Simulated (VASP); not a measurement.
From an Ansatz input to VASP: SrTiO₃ (strained cubic perovskite)

Ansatz input

```yaml
crystal:
  lattice:
    - [3.9849885316, 0.0, 0.0]
    - [0.0, 3.9849885316, 0.0]
    - [0.0, 0.0, 3.8623292522]
  atoms:
    - { symbol: Sr, position: [0.0, 0.0, 0.0] }
    - { symbol: Ti, position: [0.5, 0.5, 0.5] }
    - { symbol: O, position: [0.5, 0.5, 0.0] }
    - { symbol: O, position: [0.5, 0.0, 0.5] }
    - { symbol: O, position: [0.0, 0.5, 0.5] }
kpoints:
  mp_grid: { grid: [6, 6, 6] }
  band_path:
    path: [[0.0, 0.0, 0.0], [0.0, 0.5, 0.0], [0.5, 0.5, 0.0], [0.5, 0.5, 0.5]]
    npoints: 1
hamiltonian:
  xc: r2scan
scf:
  occupations: { method: fixed }
  n_extra_bands: 5
output:
  forces: true
  stress: true
  eigenvalues: true
```

Problem. Write VASP inputs for this cell and level of theory.

Solution. 

INCAR

```
LCHARG = .FALSE.
ISMEAR = 0
PREC = Accurate
LASPH = .TRUE.
METAGGA = R2SCAN
EDIFF = 1E-7
LWAVE = .FALSE.
LREAL = .FALSE.
NSW = 0
SIGMA = 0.01
NBANDS = 28
ENCUT = 520
ISIF = 2
IBRION = -1
NELM = 120
ALGO = Normal
```

KPOINTS

```
KPOINTS created by Atomic Simulation Environment
0
Gamma
6 6 6
0 0 0
```

KPOINTS_OPT

```
special points
4
Reciprocal
0.0000000000 0.0000000000 0.0000000000 1
0.0000000000 0.5000000000 0.0000000000 1
0.5000000000 0.5000000000 0.0000000000 1
0.5000000000 0.5000000000 0.5000000000 1
```

POSCAR

```
Sr Ti O
 1.0000000000000000
     3.9849885316000000    0.0000000000000000    0.0000000000000000
     0.0000000000000000    3.9849885316000000    0.0000000000000000
     0.0000000000000000    0.0000000000000000    3.8623292521999999
 Sr  Ti  O
   1   1   3
Cartesian
  0.0000000000000000  0.0000000000000000  0.0000000000000000
  1.9924942657999998  1.9924942657999998  1.9311646260999999
  1.9924942657999998  1.9924942657999998  0.0000000000000000
  1.9924942657999998  0.0000000000000000  1.9311646260999999
  0.0000000000000000  1.9924942657999998  1.9311646260999999
```

VASP ran with the recommended PBE PAW datasets (40 valence electrons in the cell). Other inputs would serve too.

|  | Ansatz | VASP |
| --- | --- | --- |
| gap between bands v and c | 2.15 eV | 2.16 eV |
| least direct gap | 2.53 eV | 2.56 eV |
| pressure | -4.7 GPa | -3.9 GPa |

Each program uses its own PAW datasets. VASP's cell holds 40 valence electrons and Ansatz's 40. Ansatz's stress includes a Pulay correction; VASP's doesn't.
